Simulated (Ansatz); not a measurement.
# Cs2SnI6: the band gap up the ladder of functionals

One table from this session's results is given with a row withheld; the runs are named, their logs left out.

Code: Ansatz 0.2.0. PAW datasets, plane waves. The cell comes from a prototype generator: it can be a known phase or a hypothetical one. Spin polarisation is off.

**The structure to begin with**

The cell was relaxed beforehand with r2SCAN.

It is cubic, Fm-3m (No. 225); a = 11.841 Å in the conventional setting, 46.11 Å³ an atom. Around Cs lie 12 I at 4.19 Å; around Sn lie 6 I at 2.88 Å; around I lie 1 Sn at 2.88 Å and 4 Cs at 4.19 Å.

Structure file:

```cif
data_structure
_symmetry_space_group_name_H-M 'Fm-3m'
_symmetry_Int_Tables_number 225
_cell_length_a 11.8408
_cell_length_b 11.8408
_cell_length_c 11.8408
_cell_angle_alpha 90.000
_cell_angle_beta 90.000
_cell_angle_gamma 90.000
_cell_volume 1660.12
loop_
_atom_site_label
_atom_site_type_symbol
_atom_site_symmetry_multiplicity
_atom_site_Wyckoff_symbol
_atom_site_fract_x
_atom_site_fract_y
_atom_site_fract_z
_atom_site_occupancy
Cs1 Cs 8 c 0.25000 0.75000 0.75000 1
Sn1 Sn 4 a 0.00000 0.00000 0.00000 1
I1 I 24 e 0.75635 0.00000 0.00000 1
```

Set-up of the first run:

input.yaml reads:

```yaml
crystal:
  lattice:
    - [0.0, 5.9203886531, 5.9203886531]
    - [5.9203886531, 0.0, 5.9203886531]
    - [5.9203886531, 5.9203886531, 0.0]
  atoms:
    - { symbol: Cs, position: [0.25, 0.25, 0.25] }
    - { symbol: Cs, position: [0.75, 0.75, 0.75] }
    - { symbol: Sn, position: [0.0, 0.0, 0.0] }
    - { symbol: I, position: [0.2436476375, 0.7563523625, 0.7563523625] }
    - { symbol: I, position: [0.2436476375, 0.7563523625, 0.2436476375] }
    - { symbol: I, position: [0.7563523625, 0.2436476375, 0.7563523625] }
    - { symbol: I, position: [0.7563523625, 0.2436476375, 0.2436476375] }
    - { symbol: I, position: [0.7563523625, 0.7563523625, 0.2436476375] }
    - { symbol: I, position: [0.2436476375, 0.2436476375, 0.7563523625] }
kpoints:
  mp_grid: { grid: [4, 4, 4] }
  band_path:
    path:
      - [[0.0, 0.0, 0.0], [0.5, -1.10270550291e-35, 0.5], [0.625, 0.25, 0.625]]
      - [[0.375, 0.375, 0.75], [0.0, 0.0, 0.0], [0.5, 0.5, 0.5], [0.5, 0.25, 0.75], [0.5, -1.10270550291e-35, 0.5]]
    npoints: 10
hamiltonian:
  xc: pbe
scf:
  occupations: { method: fermi_dirac, width: 0.02 }
  n_extra_bands: 6
output:
  forces: true
  stress: true
  eigenvalues: true
```

Command:

```console
ansatz run input.yaml --threads 4 --pin off --max-ram 7372MiB --backend cpu --events-out ev --progress --plain --runs-dir out
```

Among the steps run: Band structure with PBE; r2SCAN at the same geometry; Single point with HSE06; Single point with PBE+SOC; PBE0; LDA at the same geometry; DDH-PBE0; r2SCANh.

One table of the session follows, with a row left open; its other results are not shown here.

```
   level  gap (eV)
     PBE      0.20
  r2SCAN      0.46
   HSE06      0.96
 PBE+SOC      0.15
    PBE0         ?
     LDA      0.03
DDH-PBE0      1.41
 r2SCANh      0.98
```

**Question.** Estimate the row for PBE0.

As computed: gap (eV): 1.65. In the column «gap (eV)» it is the highest.

Meshes: PBE 4×4×4, r2SCAN 4×4×4, HSE06 2×2×2, PBE+SOC 4×4×4, PBE0 2×2×2, LDA 4×4×4, DDH-PBE0 2×2×2, r2SCANh 2×2×2

To keep in mind: Warnings in the runs' records: stress exchange threshold loose, stress scf threshold loose.
